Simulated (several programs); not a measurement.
**Many methods on one cell: PbSe (Fm-3m)**

Measured values to be reproduced:
- band gap: 0.15 eV (non-inverted bulk band gap near L (projected to X-bar) from ARPES; “Topological phase diagram and saddle point singularity in a tunable topological crystalline insulator”; Read from ARPES bulk bands near surface X-bar; kz may not be exactly at L; PbSe measurement temperature not given.; 2015; arxiv:1508.05886)

A 2-atom cell of PbSe from a published structure, relaxed with r2SCAN+rVV10 in Ansatz, was computed with several methods. The symmetry is Fm-3m (No. 225, cubic); conventional cell a = 6.139 Å, 28.93 Å³ an atom. Around Pb lie 6 Se at 3.07 Å; around Se lie 6 Pb at 3.07 Å. Computed at 0 K without zero-point motion; spin polarisation is off.

```cif
data_structure
_symmetry_space_group_name_H-M 'Fm-3m'
_symmetry_Int_Tables_number 225
_cell_length_a 6.1394
_cell_length_b 6.1394
_cell_length_c 6.1394
_cell_angle_alpha 90.000
_cell_angle_beta 90.000
_cell_angle_gamma 90.000
_cell_volume 231.41
loop_
_atom_site_label
_atom_site_type_symbol
_atom_site_symmetry_multiplicity
_atom_site_Wyckoff_symbol
_atom_site_fract_x
_atom_site_fract_y
_atom_site_fract_z
_atom_site_occupancy
Pb1 Pb 4 a 0.00000 0.00000 0.00000 1
Se1 Se 4 b 0.50000 0.00000 0.00000 1
```

Gaps and times are for a single point on this cell; volume and bulk modulus come from each method's own relaxation or energy curve at fixed shape. Times are rough, from shared hosts (Arm Neoverse N1; Arm Neoverse V1; NVIDIA H100 80GB HBM3), and each method has its own mesh and cell size. A dagger marks a closed or tiny gap in a crystal that DFT finds insulating: a failure of the method or a wrong SCF state. PM6 (MOPAC), PM7 (MOPAC), GFN1-xTB (tblite), GFN2-xTB (tblite) treat a cluster of cells at its zone centre, which samples few k points: where these miss a band edge, the gap comes out too large for that reason alone. Gaps from k meshes are read at a limited set of points (mesh, symmetry points, PBE's band edges), so each method's own least gap may be somewhat smaller. xTB and the PM methods were fitted mostly to molecules, and can miss a solid's gap by electronvolts. Minimal bases can be far off for gaps. Times of the plane-wave ladder aren't listed, since it ran on unlike processors and cards. GLLB-SC's gap includes the derivative discontinuity. G0W0 is at finite bands, cutoff and mesh. d marks a direct gap, i an indirect one (no mark: not told apart), a dash a value that wasn't computed or didn't pass its checks.

```csv
method,kind,gap (eV),own volume (Å³/atom),bulk modulus (GPa),atoms computed,processor time
PBE-D3(BJ),semilocal,–,28.82,–,2,–
r2SCAN+rVV10,semilocal,–,28.93,–,2,–
PBE-D4,semilocal,–,28.82,–,2,–
light PBE (260 eV and a coarse mesh),light plane-wave,0.34 d,–,–,2,0.97 s
GFN1-xTB (tblite),tight binding,0.08†,–,–,cluster,2 s
PBE,semilocal,0.32 d,–,–,2,–
PM7 (MOPAC),semi-empirical,4.48,–,–,cluster,3.1 s
PBE/single zeta (GPAW),small basis,0.25 d,–,–,2,3.3 s
GFN2-xTB (tblite),tight binding,2.73,30.75,25,cluster,4.1 s
LDA,semilocal,0.21 d,–,–,2,–
PBE/SZV (CP2K),small basis,0.35 d,30.87,52,2,5.2 s
r2SCAN,semilocal,0.60 d,–,–,2,–
PM6 (MOPAC),semi-empirical,3.31,–,–,cluster,7.8 s
PBE/DZVP (CP2K),small basis,0.35 d,29.88,47,2,10 s
GLLB-SC (GPAW),model potential,0.91,–,–,2,14 s
PBE+SOC,semilocal,0.17 d,–,–,2,–
G0W0@PBE (260 eV screening cutoff),many-body,0.77,–,–,2,–
G0W0@r2SCAN (180 eV screening cutoff),many-body,0.78,–,–,2,–
G0W0@LDA (140 eV screening cutoff),many-body,0.47,–,–,2,–
G0W0@PBE0 (180 eV screening cutoff),many-body,1.00,–,–,2,–
G0W0@HSE06 (180 eV screening cutoff),many-body,0.85,–,–,2,–
LC-ωPBE,hybrid,4.41 d,–,–,2,–
PBE0,hybrid,1.27 d,–,–,2,–
HSE06,hybrid,0.72 d,–,–,2,–
DDH-PBE0,hybrid,0.48 d,–,–,2,–
r2SCAN0,hybrid,1.49 d,–,–,2,–
HSE06+SOC,hybrid,0.17 d,–,–,2,–
```

Against HSE06 (0.72 eV) and with closed or daggered gaps left aside, the nearest gap at the points sampled is that of G0W0@PBE (260 eV screening cutoff) (+0.05 eV) and the farthest that of PM7 (MOPAC) (+3.76 eV). HSE06 is only a yardstick of convenience, and nearness to it can be luck.

Comparison with experiment:
- Band gap, measured 0.15 eV: light PBE (260 eV and a coarse mesh) +0.19 eV, GFN1-xTB (tblite) -0.07 eV, PBE +0.17 eV, PM7 (MOPAC) +4.33 eV, PBE/single zeta (GPAW) +0.10 eV, GFN2-xTB (tblite) +2.58 eV, LDA +0.06 eV, PBE/SZV (CP2K) +0.20 eV, r2SCAN +0.45 eV, PM6 (MOPAC) +3.16 eV, PBE/DZVP (CP2K) +0.20 eV, GLLB-SC (GPAW) +0.76 eV, PBE+SOC +0.02 eV, G0W0@PBE (260 eV screening cutoff) +0.62 eV, G0W0@r2SCAN (180 eV screening cutoff) +0.63 eV, G0W0@LDA (140 eV screening cutoff) +0.32 eV, G0W0@PBE0 (180 eV screening cutoff) +0.85 eV, G0W0@HSE06 (180 eV screening cutoff) +0.70 eV, LC-ωPBE +4.26 eV, PBE0 +1.12 eV, HSE06 +0.57 eV, DDH-PBE0 +0.33 eV, r2SCAN0 +1.34 eV, HSE06+SOC +0.02 eV.
The calculations are for a static lattice; samples hold vibrations, temperature and, in optical gaps, excitons. A measured value is shown where most reports agree with it, and only for the quantities listed. In such narrow-gap compounds of heavy elements the bands can be inverted, in the sample or in a calculation; the differences are of unsigned gaps, so agreement can be luck.

Only the rows marked +SOC include spin-orbit coupling.
